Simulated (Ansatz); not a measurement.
# Mo (Im-3m), an elastic constant from a strain scan

Method: DFT PBEsol, scalar-relativistic, plane waves, PAW in Ansatz 0.2.0. Cutoff 420 eV, Γ-centred 26×26×26 k-points, Gaussian smearing of 0.15 eV. No spin polarisation. Energies are free energies at this smearing, counted from the undisturbed cell; pressure is positive in compression.

The undisturbed cell (relaxed at this level; with this scan's settings it stands at 0.1 GPa):

```yaml
crystal:
  lattice:
    - [-1.56465, 1.56465, 1.56465]
    - [1.56465, -1.56465, 1.56465]
    - [1.56465, 1.56465, -1.56465]
  atoms:
    - { symbol: Mo, position: [0.00000, 0.00000, 0.00000] }
```

The cell is strained by ε times the Voigt pattern (0, 0, 0, 0, 1, 0) (xx, yy, zz, yz, xz, xy; engineering shear) with fractional coordinates fixed. The cell holds 1 atom in V0 = 15.32 Å³. The stress column is τ = (1/V0) dE/dε, got from the stress tensor σ (compression positive) at each point as −det(1 + εP) σ : P(1 + εP)⁻¹, with P the pattern as a tensor.

```
      ε  ΔE (meV/atom)  τ (GPa)
-0.0175          1.550   -1.860
-0.0150          1.137   -1.591
-0.0125          0.789   -1.323
-0.0100          0.505   -1.057
-0.0075          0.284   -0.792
-0.0050          0.126   -0.527
-0.0025          0.031   -0.264
 0.0000          0.000    0.000
 0.0025          0.031    0.264
 0.0050          0.126    0.527
 0.0075          0.284    0.792
 0.0100          0.505    1.057
 0.0125          0.789    1.323
 0.0150          1.137    1.591
 0.0175          1.550    1.860
 0.0200              ?        ?
```

Q: Which combination of elastic constants does this scan measure, and how large is it?

A: For small ε, τ = τ0 + Kε with K = pᵀCp, which for this pattern is C44 in the cubic axes. The parabola through τ at ε = -0.0025, 0 and 0.0025 has slope K = 105 GPa at zero. The energies per cell, E = NΔE, of the wider pair ε = ±0.0175 give K = 2[E(ε₊)/ε₊ − E(ε₋)/ε₋]/[(ε₊ − ε₋)V0] = 106 GPa, in agreement.

Q: Predict the withheld row at ε = 0.0200 from the harmonic law, and compare.

A: ΔE = V0(τ0 ε + Kε²/2)/N = 2.016 meV/atom and τ = 2.11 GPa. The calculation gives 2.027 meV/atom and 2.13 GPa, a miss of 0.5 % of the harmonic energy, so the harmonic law still holds here.

In a metal these slopes depend on the k mesh and the smearing.